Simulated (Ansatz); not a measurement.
CdS:

```
Cd S
1.0
     0.00000    2.75324    2.75324
     2.75324    0.00000    2.75324
     2.75324    2.75324    0.00000
Cd S
1 1
Direct
  0.00000 0.00000 0.00000
  0.50000 0.50000 0.50000
```

Measurements of this composition are mostly on another form, of space group No. 186.

```yaml
Program: Ansatz 0.2.0
Task: relaxation of cell and atoms
Functional: PBE0
Potentials_or_basis: Ansatz PAW
Cutoff: "420 eV (not typed: the program's choice for these potentials)"
k_mesh: 4 × 4 × 4
Occupations: fermi-dirac, width 0.05 eV
Spin: no spin polarisation
```

At the start: volume 20.87 Å³/atom.

Problem. How do energy, volume and symmetry change on relaxing?

Solution. It ends after 5 steps and the volume is 20.33 Å³/atom (-2.6 %); space group Fm-3m (No. 225, to 0.05 Å).

The path:
| step | energy change (eV) | largest force (eV/Å) | volume (Å³) |
| --- | --- | --- | --- |
| 1 | 0.0000 | 0.0000 | 41.74 |
| 2 | -0.0056 | 0.0000 | 39.98 |
| 3 | -0.0079 | 0.0000 | 40.69 |
| 4 | -0.0080 | 0.0000 | 40.66 |
| 5 | -0.0073 | 0.0000 | 40.66 |

Final structure:
```
Cd S
1.0
     0.00000    2.72919    2.72919
     2.72919    0.00000    2.72919
     2.72919    2.72919    0.00000
Cd S
1 1
Direct
  0.00000 0.00000 0.00000
  0.50000 0.50000 0.50000
```

Caveat: the k mesh is coarse (spacing up to 0.49 Å⁻¹), so the values aren't converged, least of all with exact exchange; the plane-wave basis is chosen anew once the cell has moved, so the energies of steps on either side of that aren't comparable; the PAW data sets come from PBE, with cores solved anew for the run's functional, which leaves a small shift of forces and pressure.
